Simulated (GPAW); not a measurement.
# Sr (Im-3m) in GPAW: settings compared

The runs below take Sr through elastic constants, phonons, with PBE+D3, PBEsol+D3(BJ).

Everything below comes from runs of GPAW 26.7.0. Logs are shortened: lines on timing, memory, paths and dates and some standing lists are left out, and cuts for length are marked. The log counts tension as positive stress, the text compression.

## (1) Starting point

Symmetry: Im-3m, No. 229, cubic system. The conventional cell has a = 4.870 Å, b = 4.870 Å, c = 4.870 Å, α = 90.00°, β = 90.00°, γ = 90.00°. Around Sr (site symmetry m-3m) lie 8 Sr at 4.22 Å.

This isn't the form of Sr at room conditions, which is fcc.

## (2) Elastic constants, PBE+D3, 57.75 Å³/atom

Contents of run.py:

```python
import json
import numpy as np
import spglib
from ase.calculators.mixing import SumCalculator
from ase.constraints import FixSymmetry
from ase.filters import FrechetCellFilter
from ase.io import read, write
from ase.optimize import BFGS
from ase.stress import full_3x3_to_voigt_6_stress, voigt_6_to_full_3x3_strain, voigt_6_to_full_3x3_stress
from ase.units import GPa
from dftd3.ase import DFTD3
from gpaw import GPAW, PW

atoms = read('POSCAR')

calc = GPAW(mode=PW(600),
            xc='PBE',
            kpts={'size': (8, 8, 8), 'gamma': True},
            occupations={'name': 'fermi-dirac', 'width': 0.05},
            nbands=12,
            convergence={'density': 1e-06, 'eigenstates': 1e-09},
            maxiter=150,
            txt='gpaw.txt')
atoms.calc = SumCalculator([calc, DFTD3(method='pbe', damping='d3zero')])
atoms.set_constraint(FixSymmetry(atoms))
BFGS(FrechetCellFilter(atoms), trajectory='relax.traj', logfile='-').run(fmax=0.005, steps=40)
atoms.set_constraint()
energy = atoms.get_potential_energy()
forces = atoms.get_forces()
stress = atoms.get_stress()
calc.write('gs.gpw')
write('result.traj', atoms)
print('Cell:', atoms.cell.cellpar().round(4))
print(atoms.get_scaled_positions().round(5))

gpts = tuple(int(n) for n in calc.get_number_of_grid_points())
cell = atoms.cell[:].T
dataset = spglib.get_symmetry((atoms.cell[:], atoms.get_scaled_positions(), atoms.numbers), symprec=1e-4)
rotations = [cell @ w @ np.linalg.inv(cell) for w in dataset['rotations']]
strains, clamped, relaxed = [], [], []
for v in [0, 3]:
    for e in (-0.005, 0.005):
        voigt = np.zeros(6)
        voigt[v] = e
        F = voigt_6_to_full_3x3_strain(voigt)
        a = atoms.copy()
        a.set_cell(atoms.cell[:] @ F, scale_atoms=True)
        c = GPAW(mode=PW(600),
                 xc='PBE',
                 kpts={'size': (8, 8, 8), 'gamma': True},
                 occupations={'name': 'fermi-dirac', 'width': 0.05},
                 nbands=12,
                 convergence={'density': 1e-06, 'eigenstates': 1e-09},
                 maxiter=150,
                 gpts=gpts,
                 txt=f'strain-{v}{e:+.3f}.txt')
        a.calc = SumCalculator([c, DFTD3(method='pbe', damping='d3zero')])
        s0 = s1 = a.get_stress() - stress
        print(v, e, 'clamped', (s0 / GPa).round(3), 'relaxed', (s1 / GPa).round(3), flush=True)
        for R in rotations:  # images under the point group
            eps = R @ (F - np.eye(3)) @ R.T
            strains.append(full_3x3_to_voigt_6_stress(eps) * [1, 1, 1, 2, 2, 2])
            for s, rows in ((s0, clamped), (s1, relaxed)):
                rows.append(full_3x3_to_voigt_6_stress(R @ voigt_6_to_full_3x3_stress(s) @ R.T))

C0, C = (np.linalg.lstsq(np.array(strains), np.array(s), rcond=None)[0].T / GPa for s in (clamped, relaxed))
print('Clamped-ion Cij (GPa):')
print(C0.round(1))
print('Relaxed-ion Cij (GPa):')
print(C.round(1))
json.dump({'clamped': C0.tolist(), 'relaxed': C.tolist()}, open('elastic.json', 'w'))
```

Contents of POSCAR:

```
Sr
1.0
   -2.4350000000      2.4350000000      2.4350000000
    2.4350000000     -2.4350000000      2.4350000000
    2.4350000000      2.4350000000     -2.4350000000
Sr
1
Direct
    0.0000000000      0.0000000000      0.0000000000
```

Potentials or basis: GPAW PAW data sets (gpaw-data 1.2.1), pw.

Run with:

```bash
$ OMP_NUM_THREADS=1 python run.py
```

gpaw.txt:

```text
__  _  _
 | _ |_)|_||  |
 |__||  | ||/\| - 26.7.0

Input parameters:
  mode=PW(ecut=600.0),
  convergence={'density': 1e-06, 'eigenstates': 1e-09},
  kpts=MonkhorstPack(size=(8, 8, 8), gamma=True),
  maxiter=150,
  nbands=12,
  occupations=Occupations(name='fermi-dirac', width=0.05),
  xc=XC(name='PBE')

Diagonalizing LCAO Hamiltonian
Converting LCAO to pw mode

       Sr

Atoms  # Å, Bohr magnetons
|   | symbol |        x |        y |        z |    initial magnetic moments |
|---|--------|----------|----------|----------|-----------------------------|
| 0 |     Sr | 0.000000 | 0.000000 | 0.000000 | ( 0.0000,  0.0000,  0.0000) |

Unit cell  # Å
| periodic |         x |         y |         z |  lengths |     angles |
|----------|-----------|-----------|-----------|----------|------------|
|      yes | -2.435000 |  2.435000 |  2.435000 | 4.217544 | 109.471221 |
|      yes |  2.435000 | -2.435000 |  2.435000 | 4.217544 | 109.471221 |
|      yes |  2.435000 |  2.435000 | -2.435000 | 4.217544 | 109.471221 |

Number of symmetries: 48
Symmetry operations  # r_c * U_cc + t_c -> r_c
|    | kind |            matrix            |
|----|------|------------------------------|
|  0 |  σ   |  1, 1, 1,  0, 0,-1,  0,-1, 0 |
|  1 |  C4  |  1, 1, 1,  0, 0,-1, -1, 0, 0 |
|  2 |  C2  |  1, 1, 1,  0,-1, 0,  0, 0,-1 |
|  3 |  S6  |  1, 1, 1,  0,-1, 0, -1, 0, 0 |
|  4 |  S6  |  1, 1, 1, -1, 0, 0,  0, 0,-1 |
|  5 |  C4  |  1, 1, 1, -1, 0, 0,  0,-1, 0 |
|  6 |  E   |  1, 0, 0,  0, 1, 0,  0, 0, 1 |
|  7 |  σ   |  1, 0, 0,  0, 1, 0, -1,-1,-1 |
|  8 |  σ   |  1, 0, 0,  0, 0, 1,  0, 1, 0 |
|  9 |  C3  |  1, 0, 0,  0, 0, 1, -1,-1,-1 |
| 10 |  C3  |  1, 0, 0, -1,-1,-1,  0, 1, 0 |
[... 192 lines left out ...]
No gap
No difference between direct/indirect transitions

Stress tensor  # eV/Ang^3
|         x |         y |         z |
|-----------|-----------|-----------|
|  0.004057 | -0.000000 | -0.000000 |
| -0.000000 |  0.004057 | -0.000000 |
| -0.000000 | -0.000000 |  0.004057 |

Forces  # eV/Ang
|        x |       y |       z |
|----------|---------|---------|
| -0.00000 | 0.00000 | 0.00000 |  # Sr   0

Interpolating wave functions to new cell

       Sr

Atoms  # Å, Bohr magnetons
|   | symbol |        x |        y |        z |    initial magnetic moments |
|---|--------|----------|----------|----------|-----------------------------|
| 0 |     Sr | 0.000000 | 0.000000 | 0.000000 | ( 0.0000,  0.0000,  0.0000) |

Unit cell  # Å
| periodic |         x |         y |         z |  lengths |     angles |
|----------|-----------|-----------|-----------|----------|------------|
|      yes | -2.425573 |  2.425573 |  2.425573 | 4.201217 | 109.471221 |
|      yes |  2.425573 | -2.425573 |  2.425573 | 4.201217 | 109.471221 |
|      yes |  2.425573 |  2.425573 | -2.425573 | 4.201217 | 109.471221 |

Number of symmetries: 48
Symmetry operations  # r_c * U_cc + t_c -> r_c
|    | kind |            matrix            |
|----|------|------------------------------|
|  0 |  σ   |  1, 1, 1,  0, 0,-1,  0,-1, 0 |
|  1 |  C4  |  1, 1, 1,  0, 0,-1, -1, 0, 0 |
|  2 |  C2  |  1, 1, 1,  0,-1, 0,  0, 0,-1 |
|  3 |  S6  |  1, 1, 1,  0,-1, 0, -1, 0, 0 |
|  4 |  S6  |  1, 1, 1, -1, 0, 0,  0, 0,-1 |
|  5 |  C4  |  1, 1, 1, -1, 0, 0,  0,-1, 0 |
|  6 |  E   |  1, 0, 0,  0, 1, 0,  0, 0, 1 |
|  7 |  σ   |  1, 0, 0,  0, 1, 0, -1,-1,-1 |
[... 141 lines left out ...]
convergence criteria:
- Maximum integral of absolute [dens]ity change: 1e-06 electrons / valence electron
- Maximum integral of absolute [eigenst]ate change: 1e-09 eV^2 / valence electron
- Maximum [total energy] change in last 3 cyles: 0.0005 eV / valence electron
maximum number of iterations: 150

SCF iterations
|iter     | |      energy | eigst |  dens |
|---------|-|-------------|-------|-------|
|iter:   1| |   -1.678171 | -2.09 |       |
|iter:   2| |   -1.677276 | -4.24 | -2.06 |
|iter:   3| |   -1.672904 | -3.63 | -2.10 |
|iter:   4| |   -1.673020c| -5.11 | -2.98 |
|iter:   5| |   -1.673083c| -6.08 | -3.31 |
|iter:   6| |   -1.673083c| -7.94 | -4.47 |
|iter:   7| |   -1.673083c| -9.16c| -4.85 |
|iter:   8| |   -1.673083c|-10.07c| -5.98 |
|iter:   9| |   -1.673083c|-10.34c| -6.49c|

Converged in 9 steps
Energy contributions relative to reference atoms: (reference = -86496.770008)

Energy contributions:
  Kinetic:          -1.754812
  Coulomb:           3.095106
  Zero:             -0.104563
  External:          0.000000
  Xc:               -2.904052
  Entropy:          -0.009524
  Spinorbit:         0.000000
  ----------------------------
  Free energy:      -1.677845
  Extrapolated:     -1.673083

dipole moment: (-9.539028, -9.539028, -9.539028)  # |e|*Ang

Fermi level: 3.363
Eigenvalues  # (at kpt = [0.000, 0.000, 0.000])
| band index |      eig [eV] | occ [0-2] |
|------------|---------------|-----------|
|          0 |       -33.293 |     2.000 |
|          1 |       -15.200 |     2.000 |
|          2 |       -15.200 |     2.000 |
|          3 |       -15.200 |     2.000 |
|          4 |        -0.230 |     2.000 |
|          5 |         5.710 |     0.000 |
|          6 |         5.710 |     0.000 |
|          7 |         5.710 |     0.000 |
|          8 |         6.985 |     0.000 |
|          9 |         6.985 |     0.000 |
|         10 |        11.192 |     0.000 |
|         11 |        11.192 |     0.000 |

No gap
No difference between direct/indirect transitions

Stress tensor  # eV/Ang^3
|         x |        y |         z |
|-----------|----------|-----------|
|  0.003383 | 0.000000 | -0.000000 |
|  0.000000 | 0.003383 |  0.000000 |
| -0.000000 | 0.000000 |  0.003383 |

Forces  # eV/Ang
|       x |       y |        z |
|---------|---------|----------|
| 0.00000 | 0.00000 | -0.00000 |  # Sr   0

Interpolating wave functions to new cell

       Sr

Atoms  # Å, Bohr magnetons
|   | symbol |        x |        y |        z |    initial magnetic moments |
|---|--------|----------|----------|----------|-----------------------------|
| 0 |     Sr | 0.000000 | 0.000000 | 0.000000 | ( 0.0000,  0.0000,  0.0000) |

Unit cell  # Å
| periodic |         x |         y |         z |  lengths |     angles |
|----------|-----------|-----------|-----------|----------|------------|
|      yes | -2.371431 |  2.371431 |  2.371431 | 4.107440 | 109.471221 |
|      yes |  2.371431 | -2.371431 |  2.371431 | 4.107440 | 109.471221 |
|      yes |  2.371431 |  2.371431 | -2.371431 | 4.107440 | 109.471221 |

Number of symmetries: 48
Symmetry operations  # r_c * U_cc + t_c -> r_c
|    | kind |            matrix            |
|----|------|------------------------------|
|  0 |  σ   |  1, 1, 1,  0, 0,-1,  0,-1, 0 |
|  1 |  C4  |  1, 1, 1,  0, 0,-1, -1, 0, 0 |
|  2 |  C2  |  1, 1, 1,  0,-1, 0,  0, 0,-1 |
|  3 |  S6  |  1, 1, 1,  0,-1, 0, -1, 0, 0 |
|  4 |  S6  |  1, 1, 1, -1, 0, 0,  0, 0,-1 |
|  5 |  C4  |  1, 1, 1, -1, 0, 0,  0,-1, 0 |
|  6 |  E   |  1, 0, 0,  0, 1, 0,  0, 0, 1 |
|  7 |  σ   |  1, 0, 0,  0, 1, 0, -1,-1,-1 |
[... 195 lines left out ...]
No gap
No difference between direct/indirect transitions

Stress tensor  # eV/Ang^3
|         x |         y |         z |
|-----------|-----------|-----------|
| -0.001309 |  0.000000 |  0.000000 |
|  0.000000 | -0.001309 | -0.000000 |
|  0.000000 | -0.000000 | -0.001309 |

Forces  # eV/Ang
|       x |       y |       z |
|---------|---------|---------|
| 0.00000 | 0.00000 | 0.00000 |  # Sr   0

Interpolating wave functions to new cell

       Sr

Atoms  # Å, Bohr magnetons
|   | symbol |        x |        y |        z |    initial magnetic moments |
|---|--------|----------|----------|----------|-----------------------------|
| 0 |     Sr | 0.000000 | 0.000000 | 0.000000 | ( 0.0000,  0.0000,  0.0000) |

Unit cell  # Å
| periodic |         x |         y |         z |  lengths |     angles |
|----------|-----------|-----------|-----------|----------|------------|
|      yes | -2.375453 |  2.375453 |  2.375453 | 4.114405 | 109.471221 |
|      yes |  2.375453 | -2.375453 |  2.375453 | 4.114405 | 109.471221 |
|      yes |  2.375453 |  2.375453 | -2.375453 | 4.114405 | 109.471221 |

Number of symmetries: 48
Symmetry operations  # r_c * U_cc + t_c -> r_c
|    | kind |            matrix            |
|----|------|------------------------------|
|  0 |  σ   |  1, 1, 1,  0, 0,-1,  0,-1, 0 |
|  1 |  C4  |  1, 1, 1,  0, 0,-1, -1, 0, 0 |
|  2 |  C2  |  1, 1, 1,  0,-1, 0,  0, 0,-1 |
|  3 |  S6  |  1, 1, 1,  0,-1, 0, -1, 0, 0 |
|  4 |  S6  |  1, 1, 1, -1, 0, 0,  0, 0,-1 |
|  5 |  C4  |  1, 1, 1, -1, 0, 0,  0,-1, 0 |
|  6 |  E   |  1, 0, 0,  0, 1, 0,  0, 0, 1 |
|  7 |  σ   |  1, 0, 0,  0, 1, 0, -1,-1,-1 |
[... 193 lines left out ...]
No gap
No difference between direct/indirect transitions

Stress tensor  # eV/Ang^3
|         x |         y |         z |
|-----------|-----------|-----------|
| -0.000908 | -0.000000 |  0.000000 |
| -0.000000 | -0.000908 |  0.000000 |
|  0.000000 |  0.000000 | -0.000908 |

Forces  # eV/Ang
|       x |        y |       z |
|---------|----------|---------|
| 0.00000 | -0.00000 | 0.00000 |  # Sr   0

# Writing to gs.gpw (mode='')
```

Run time: 2.2 min. Hardware: 1 thread of Arm Neoverse V2, shared host; peak memory 0.36 GiB.

Results:

```yaml
Free_energy: -1.8422 eV
Relaxed_volume: 53.62 Å³/atom
Relaxed_cell: a = 4.114 Å, b = 4.114 Å, c = 4.114 Å, α = 109.47°, β = 109.47°, γ = 109.47°
Space_group_after_relaxing_to_0.05_Å: Im-3m (No. 229)
Pressure_after_relaxing: 0.0 GPa
Band_gap_on_the_k_mesh: none (metal or under the smearing width)
Elastic_constants_C11_C12_C44: 14, 10, 14 GPa
Voigt_bulk_modulus: 12 GPa
Bulk_modulus_Hill: 12 GPa
Shear_modulus_Hill: 7 GPa
Young's_modulus: 17 GPa
Poisson's_ratio_from_the_elastic_constants: 0.26
Dispersion_energy_per_atom: -0.160 eV
```

Caveat: the density grid can change from cell to cell, which puts small steps into energies and stress; elastic constants of metals need much finer meshes, so these are rough; pairwise dispersion overbinds metals, which lowers pressure and volume.

[end of part 1 of 2]
